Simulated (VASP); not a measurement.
# Ni (Fm-3m) in VASP: band structure with PBE

Aim: the band structure of Ni with PBE.

Program: VASP 6.6.1. These are calculated values, not measurements. Logs are shortened: lines on timing, memory, paths and dates and some standing lists are left out, and cuts for length are marked.

## 1. Starting point

The structure is cubic, space group Fm-3m (No. 225). The conventional cell has a = 3.499 Å, b = 3.499 Å, c = 3.499 Å, α = 90.00°, β = 90.00°, γ = 90.00°. Ni (site symmetry m-3m) has 12 Ni at 2.47 Å as nearest neighbours.

## 2. Band structure, PBE, collinear spin, ferromagnetic start

POSCAR reads:

```
Ni                                      
1.0
    0.0000000000      1.7494896410      1.7494896410
    1.7494896410      0.0000000000      1.7494896410
    1.7494896410      1.7494896410      0.0000000000
  Ni            
     1
Direct
     0.0000000000000000    0.0000000000000000    0.0000000000000000
```

INCAR.step1 reads:

```
SYSTEM = Ni
PREC = Accurate
ENCUT = 520
EDIFF = 1E-7
ISMEAR = 0
SIGMA = 0.1
LREAL = .FALSE.
LASPH = .TRUE.
NELM = 100
ALGO = Normal
ISIF = 2
LWAVE = .FALSE.
LCHARG = .TRUE.
ISPIN = 2
MAGMOM = 0.8
LORBIT = 11
LMAXMIX = 4
GGA = PE
NBANDS = 15
```

KPOINTS.step1 reads:

```
regular mesh
0
G
  4 4 4
  0 0 0
```

INCAR.step2 reads:

```
SYSTEM = Ni
PREC = Accurate
ENCUT = 520
EDIFF = 1E-7
ISMEAR = 0
SIGMA = 0.05
LREAL = .FALSE.
LASPH = .TRUE.
NELM = 100
ALGO = Normal
ISIF = 2
LWAVE = .FALSE.
LCHARG = .FALSE.
ISPIN = 2
MAGMOM = 0.8
LORBIT = 11
LMAXMIX = 4
GGA = PE
NBANDS = 15
ICHARG = 11
```

KPOINTS.step2 reads:

```
path GXWKGLUWLK,UX
15
line-mode
reciprocal
 0.0000000000  0.0000000000  0.0000000000  G
 0.5000000000  0.0000000000  0.5000000000  X

 0.5000000000  0.0000000000  0.5000000000  X
 0.5000000000  0.2500000000  0.7500000000  W

 0.5000000000  0.2500000000  0.7500000000  W
 0.3750000000  0.3750000000  0.7500000000  K

 0.3750000000  0.3750000000  0.7500000000  K
 0.0000000000  0.0000000000  0.0000000000  G

 0.0000000000  0.0000000000  0.0000000000  G
 0.5000000000  0.5000000000  0.5000000000  L

 0.5000000000  0.5000000000  0.5000000000  L
 0.6250000000  0.2500000000  0.6250000000  U

 0.6250000000  0.2500000000  0.6250000000  U
 0.5000000000  0.2500000000  0.7500000000  W

 0.5000000000  0.2500000000  0.7500000000  W
 0.5000000000  0.5000000000  0.5000000000  L

 0.5000000000  0.5000000000  0.5000000000  L
 0.3750000000  0.3750000000  0.7500000000  K

 0.6250000000  0.2500000000  0.6250000000  U
 0.5000000000  0.0000000000  0.5000000000  X
```

Potentials or basis: VASP PAW PBE potentials, release 64 (Ni).

Command:

```console
$ cat potpaw_PBE.64/Ni/POTCAR > POTCAR
$ cp INCAR.step1 INCAR
$ cp KPOINTS.step1 KPOINTS
$ mpirun -np 1 vasp_std > vasp.out
$ cp INCAR.step2 INCAR
$ cp KPOINTS.step2 KPOINTS
$ mpirun -np 1 vasp_std > vasp.out
```

OUTCAR:

```text
SYSTEM = Ni
   PREC = Accurate
   ENCUT = 520
   EDIFF = 1E-7
   ISMEAR = 0
   LREAL = .FALSE.
   LASPH = .TRUE.
   NELM = 100
   ISIF = 2
   ISPIN = 2
   LORBIT = 11
   GGA = PE
   ICHARG = 11

 ion  position               nearest neighbor table
   1  0.000  0.000  0.000-

  LATTYP: Found a face centered cubic cell.
 ALAT       =     3.4989792820

  Lattice vectors:

 A1 = (   0.0000000000,   1.7494896410,   1.7494896410)
 A2 = (   1.7494896410,   0.0000000000,   1.7494896410)
 A3 = (   1.7494896410,   1.7494896410,   0.0000000000)

Analysis of symmetry for initial positions (statically):
=====================================================================
 Subroutine PRICEL returns:
 Original cell was already a primitive cell.

 Routine SETGRP: Setting up the symmetry group for a
 face centered cubic supercell.

 Subroutine GETGRP returns: Found 48 space group operations
 (whereof 48 operations were pure point group operations)
 out of a pool of 48 trial point group operations.

The static configuration has the point symmetry O_h .

Analysis of symmetry for dynamics (positions and initial velocities):
=====================================================================
 Subroutine PRICEL returns:
 Original cell was already a primitive cell.

 Routine SETGRP: Setting up the symmetry group for a
 face centered cubic supercell.

 Subroutine GETGRP returns: Found 48 space group operations
 (whereof 48 operations were pure point group operations)
 out of a pool of 48 trial point group operations.

The dynamic configuration has the point symmetry O_h .

Analysis of structural, dynamic, and magnetic symmetry:
=====================================================================
 Subroutine PRICEL returns:
 Original cell was already a primitive cell.

 Routine SETGRP: Setting up the symmetry group for a
 face centered cubic supercell.

 Subroutine GETGRP returns: Found 48 space group operations
 (whereof 48 operations were pure point group operations)
 out of a pool of 48 trial point group operations.

The overall configuration has the point symmetry O_h .

 Subroutine INISYM returns: Found 48 space group operations
 (whereof 48 operations are pure point group operations),
 and found     1 'primitive' translations

----------------------------------------------------------------------------------------

                                     Primitive cell

  volume of cell :      10.7094

  direct lattice vectors                    reciprocal lattice vectors
     0.000000000  1.749489641  1.749489641    -0.285797634  0.285797634  0.285797634
     1.749489641  0.000000000  1.749489641     0.285797634 -0.285797634  0.285797634
     1.749489641  1.749489641  0.000000000     0.285797634  0.285797634 -0.285797634

  length of vectors
     2.474151978  2.474151978  2.474151978     0.495016023  0.495016023  0.495016023

  position of ions in fractional coordinates (direct lattice)
     0.000000000  0.000000000  0.000000000

  ion indices of the primitive-cell ions
   primitive index   ion index
                 1           1

----------------------------------------------------------------------------------------

 KPOINTS: path GXWKGLUWLK,UX

Interpolating k-points between supplied coordinates.

 Line segments in fractional coordinates (reciprocal lattice):
    0.000000  0.000000  0.000000  ...  0.500000  0.000000  0.500000
    0.500000  0.000000  0.500000  ...  0.500000  0.250000  0.750000
    0.500000  0.250000  0.750000  ...  0.375000  0.375000  0.750000
    0.375000  0.375000  0.750000  ...  0.000000  0.000000  0.000000
    0.000000  0.000000  0.000000  ...  0.500000  0.500000  0.500000
    0.500000  0.500000  0.500000  ...  0.625000  0.250000  0.625000
    0.625000  0.250000  0.625000  ...  0.500000  0.250000  0.750000
    0.500000  0.250000  0.750000  ...  0.500000  0.500000  0.500000
    0.500000  0.500000  0.500000  ...  0.375000  0.375000  0.750000
    0.625000  0.250000  0.625000  ...  0.500000  0.000000  0.500000

 Generated    15 points on each line segment, for a total of    150 k-points:

 Following reciprocal coordinates:
            Coordinates               Weight
  0.000000  0.000000  0.000000      0.006667
  0.035714  0.000000  0.035714      0.006667
  0.071429  0.000000  0.071429      0.006667
  0.107143  0.000000  0.107143      0.006667
  0.142857  0.000000  0.142857      0.006667
  0.178571  0.000000  0.178571      0.006667
[... 16 lines left out ...]
  0.500000  0.125000  0.625000      0.006667
  0.500000  0.142857  0.642857      0.006667
 [... further k-points ...]
   k-points           NKPTS =    150   k-points in BZ     NKDIM =    150   number of bands    NBANDS=     15
   number of dos      NEDOS =    301   number of ions     NIONS =      1
   total plane-waves  NPLWV =   5832
   dimension x,y,z NGX =    18 NGY =   18 NGZ =   18
   dimension x,y,z NGXF=    36 NGYF=   36 NGZF=   36
   ions per type =               1
   NGX,Y,Z   is equivalent  to a cutoff of  12.09, 12.09, 12.09 a.u.
   NGXF,Y,Z  is equivalent  to a cutoff of  24.19, 24.19, 24.19 a.u.
 SYSTEM =  Ni
   PREC   = accura    normal or accurate (medium, high low for compatibility)
   ISTART =      0    job   : 0-new  1-cont  2-samecut
   ICHARG =     11    charge: 1-file 2-atom 10-const
   ISPIN  =      2    spin polarized calculation?
   LNONCOLLINEAR =      F non collinear calculations
   LSORBIT =      F    spin-orbit coupling
   LASPH  =      T    aspherical Exc in radial PAW
   ENCUT  =  520.0 eV  38.22 Ry    6.18 a.u.   4.60  4.60  4.60*2*pi/ulx,y,z
   NELM   =    100;   NELMIN=  2; NELMDL=  0     # of ELM steps
   EDIFF  = 0.1E-06   stopping-criterion for ELM
   LREAL  =      F    real-space projection
   EDIFFG = 0.1E-05   stopping-criterion for IOM
   NSW    =      0    number of steps for IOM
   IBRION =     -1    ionic relax: 0-MD 1-quasi-New 2-CG
   NFREE  =      0    steps in history (QN), initial steepest desc. (CG)
   ISIF   =      2    stress and relaxation
   ISYM   =      2    0-nonsym 1-usesym 2-fastsym
   POTIM  = 0.5000    time-step for ionic-motion
   TEBEG  =    0.0;   TEEND  =   0.0 temperature during run
   PSTRESS=    0.0 pullay stress
   NELECT =      10.0000    total number of electrons
   NUPDOWN=      -1.0000    fix difference up-down
   EMIN   =  10.00;   EMAX   =-10.00  energy-range for DOS
   EFERMI =   0.00;   METHOD = LEGACY
   ISMEAR =     0;   SIGMA  =   0.05  broadening in eV -4-tet -1-fermi 0-gaus
   EFERMI_NEDOS =   21; number of points for ismear=-14 and -15
   IALGO  =     38    algorithm
   IMIX   =      4    mixing-type and parameters
     AMIX     =   0.40;   BMIX     =  1.00
     AMIX_MAG =   1.60;   BMIX_MAG =  1.00
  volume/ion in A,a.u.               =      10.71        72.27
  Fermi-wavevector in a.u.,A,eV,Ry     =   1.600123  3.023795 34.836284  2.560395
  Thomas-Fermi vector in A             =   2.697309
   LORBIT       =     11    0 simple, 1 ext, 2 COOP (PROOUT), +10 PAW based schemes
   GGA     = PE    functional components
   LHFCALC =     F    Hartree Fock is set to
   AEXX    =    0.0000 exact exchange contribution
   IVDW    =     0    specifies the selected vdW correction
   LEPSILON=     F    determine dielectric tensor
   LRPA    =     F    only Hartree local field effects (RPA)
 spin polarized calculation
 Gauss-broadening in eV      SIGMA  =   0.05
  energy-cutoff  :      520.00
  volume of cell :       10.71
 maximum number of plane-waves:       303

 number of electron      10.0000009 magnetization       0.5937619

 Free energy of the ion-electron system (eV)
  ---------------------------------------------------
  ext. energy  EPLUGINS =         0.00000000
  ---------------------------------------------------
  free energy    TOTEN  =        -4.68118422 eV

  energy without entropy =       -4.67756400  energy(sigma->0) =       -4.67937411

 E-fermi :   9.6932     XC(G=0): -13.3550

 val. band max:        9.6908925607   @ k =   0.4018   0.3482   0.7500
 cond. band min:       9.6998627916   @ k =   0.5268   0.0536   0.5268
 fundamental gap:      0.0089702309
 Fermi energy:         9.6932164944

 spin component 1

 k-point     1 :       0.0000    0.0000    0.0000
  band No.  band energies     occupation
      1       0.4853      1.00000
      2       7.0867      1.00000
      3       7.0867      1.00000
      4       7.0867      1.00000
      5       8.2863      1.00000
      6       8.2863      1.00000
      7      33.4649      0.00000
      8      37.4489      0.00000
      9      37.4489      0.00000
     10      37.4489      0.00000
     11      40.4319      0.00000
     12      40.4319      0.00000
     13      40.4319      0.00000
     14      43.3621      0.00000
     15      49.8386      0.00000
[... 397 lines left out ...]
 k-point    24 :       0.5000    0.1429    0.6429
  band No.  band energies     occupation
      1       5.3233      1.00000
      2       5.6609      1.00000
      3       7.6387      1.00000
      4       8.5894      1.00000
      5       9.0878      1.00000
      6      14.4070      0.00000
      7      19.2216      0.00000
      8      20.8645      0.00000
      9      22.2296      0.00000
     10      34.4169      0.00000
     11      37.8721      0.00000
     12      47.3303      0.00000
     13      52.6840      0.00000
     14      56.2122      0.00000
     15      57.8240      0.00000

 [... further k-points ...]

 spin component 2

 k-point     1 :       0.0000    0.0000    0.0000
  band No.  band energies     occupation
      1       0.4348      1.00000
      2       7.8132      1.00000
      3       7.8132      1.00000
      4       7.8132      1.00000
      5       8.8481      1.00000
      6       8.8481      1.00000
      7      33.2952      0.00000
      8      37.4157      0.00000
      9      37.4157      0.00000
     10      37.4157      0.00000
     11      40.5085      0.00000
     12      40.5085      0.00000
     13      40.5085      0.00000
     14      43.2432      0.00000
     15      50.0229      0.00000
[... 397 lines left out ...]
 k-point    24 :       0.5000    0.1429    0.6429
  band No.  band energies     occupation
      1       5.6675      1.00000
      2       6.2469      1.00000
      3       8.2527      1.00000
      4       9.1494      1.00000
      5       9.9253      0.00000
      6      14.5621      0.00000
      7      19.4130      0.00000
      8      20.9736      0.00000
      9      22.2894      0.00000
     10      34.4443      0.00000
     11      37.9716      0.00000
     12      47.2695      0.00000
     13      53.0164      0.00000
     14      57.4726      0.00000
     15      57.7543      0.00000

 [... further k-points ...]

------------------------ aborting loop because EDIFF is reached ----------------------------------------

  FORCE on cell =-STRESS in cart. coord.  units (eV):
  Direction    XX          YY          ZZ          XY          YZ          ZX
  --------------------------------------------------------------------------------------
  -------------------------------------------------------------------------------------
  Total       16.3123484     16.3123484     16.3123484     -0.0000000     -0.0000000      0.0000000
  in kB     2440.4108627   2440.4108627   2440.4108627     -0.0000000     -0.0000000      0.0000000
  external PRESSURE =    2440.4108627 kB  Pullay stress =       0.0000000 kB

 VOLUME and BASIS-vectors are now :
 -----------------------------------------------------------------------------
  energy-cutoff  :      520.00
  volume of cell :       10.71
      direct lattice vectors                 reciprocal lattice vectors
     0.000000000  1.749489641  1.749489641    -0.285797634  0.285797634  0.285797634
     1.749489641  0.000000000  1.749489641     0.285797634 -0.285797634  0.285797634
     1.749489641  1.749489641  0.000000000     0.285797634  0.285797634 -0.285797634

 POSITION                                       TOTAL-FORCE (eV/Angst)
 -----------------------------------------------------------------------------------
      0.00000      0.00000      0.00000         0.000000     -0.000000      0.000000
 -----------------------------------------------------------------------------------
    total drift:                               -0.000000     -0.000000     -0.000000

  FREE ENERGIE OF THE ION-ELECTRON SYSTEM (eV)
  ---------------------------------------------------
  free  energy   TOTEN  =        -4.6811842233 eV

  energy  without entropy=       -4.6775639984  energy(sigma->0) =       -4.67937411

 total charge

# of ion       s       p       d       tot
------------------------------------------
    1        0.374   0.451   8.564   9.389

 magnetization (x)

# of ion       s       p       d       tot
------------------------------------------
    1       -0.006  -0.027   0.592   0.559
```

Run time: 13 s. Hardware: 1 thread of Intel Xeon 6975P-C (Granite Rapids), shared host; peak memory 0.14 GiB.

Results:

```
Band gap along the path : none (metal or under the smearing width)
Net moment              : 0.59 μB per cell
```

Caveat: the k mesh is coarse (spacing up to 0.78 Å⁻¹), so the values aren't converged; the log is that of the step along the path at fixed density, whose energy, stress, charges and moments have no meaning.
